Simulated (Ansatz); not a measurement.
Space group Cccm (No. 66). a = 4.085 Å, b = 4.101 Å, c = 5.092 Å, α = 90.00°, β = 90.00°, γ = 90.00°
| atom | site | symmetry | x | y | z |
| --- | --- | --- | --- | --- | --- |
| Cu | 4f | ..2/m | 0.7500 | 0.2500 | 0.0000 |
| O | 4b | 222 | 0.0000 | 0.5000 | 0.2500 |

Equation of state of this CuO structure (not necessarily the ground state), with shape and atoms relaxed at each volume where symmetry leaves them free. It has no gap at any of these volumes. The calculation used DFT PBEsol, scalar-relativistic, plane waves, PAW in Ansatz.

Cutoff 420 eV; k points 16×16×8 on the computed 4-atom cell (Γ-centred); Gaussian smearing, width 0.10 eV; no spin polarisation.

```csv
V (Å³/atom),E − E(largest V) (meV/atom),P (GPa)
10.023,-23.11,10.76
10.343,-38.63,5.02
10.662,-43.50,0.01
10.982,-39.15,-4.30
11.302,-26.86,-7.99
11.729,0.00,-12.12
```

Problem. Fit a third-order Birch–Murnaghan equation to E(V).

Solution. V0 = 10.66 Å³/atom, B0 = 153 GPa, B0' = 3.9.

Spin polarisation was left out, and a magnetic state may lie lower.

This form isn't the usual stable structure of the compound.

Cost: 6 runs of about 13 core-minutes in all, on Intel Xeon 6975P-C (Granite Rapids) (shared hosts).